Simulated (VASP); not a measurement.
Set up this calculation in VASP 6.6.1, as the native input.

```
Task                   : relaxation of cell and atoms
Functional             : PBEsol
Potentials or basis    : VASP PAW PBE potentials, release 64 (Ga_d)
Cutoff                 : 600 eV
k mesh                 : 10 × 10 × 8
Occupations            : methfessel-paxton, width 0.1 eV
Spin                   : no spin polarisation
Further INCAR settings : ALGO = Normal; EDIFF = 1e-07; IBRION = 2; EDIFFG = -0.005; NSW = 90; ISIF = 3
```

The structure of Ga lies in POSCAR:

```
Ga                                      
1.0
    2.2547615747     -3.7916038872      0.0000000000
    2.2547615747      3.7916038872     -0.0000000000
    0.0000000000     -0.0000000000      4.4665326064
  Ga            
     4
Direct
     0.8440212369455043    0.1559787630544957    0.0835859122338792
     0.6559787630544957    0.3440212369455044    0.5835859122338795
     0.1559787630544957    0.8440212369455043    0.9164140877661205
     0.3440212369455044    0.6559787630544957    0.4164140877661208
```

These files were run (other wordings do the same):

INCAR

```
SYSTEM = Ga
ALGO = Normal
EDIFF = 1E-7
EDIFFG = -0.005
ENCUT = 600
GGA = PS
IBRION = 2
ISIF = 3
ISMEAR = 1
KPAR = 2
LASPH = .TRUE.
LCHARG = .FALSE.
LREAL = .FALSE.
LWAVE = .FALSE.
NELM = 80
NSW = 90
PREC = Accurate
SIGMA = 0.1
```

KPOINTS

```
k-points
0
G
  10 10 8
  0 0 0
```

Potentials or basis: VASP PAW PBE potentials, release 64 (Ga_d).

The run is started by

```console
$ cat potpaw_PBE.64/Ga_d/POTCAR > POTCAR
$ mpirun -np 2 vasp_std > vasp.out
```

It gave:

| Quantity | Value |
| --- | --- |
| Relaxed volume | 19.09 Å³/atom |
| Relaxed cell | a = 4.410 Å, b = 4.410 Å, c = 4.466 Å, α = 90.00°, β = 90.00°, γ = 118.50° |
| Space group after relaxing (to 0.05 Å) | Cmce (No. 64) |
| Energy gained by relaxing | 0.0 meV/atom |
| Ionic steps | 3 |
| Pressure after relaxing | 0.0 GPa |
| Largest force after relaxing | 0.004 eV/Å |
| Band gap on the k mesh | none (metal or under the smearing width) |

Caveat: the PAW data sets were made with another functional, which shifts forces and pressure a little.

Run time: 3.6 min on 2 MPI ranks on Intel(R) Xeon(R) Platinum 8488C (Sapphire Rapids) (shared host), peak memory 0.43 GiB a rank.
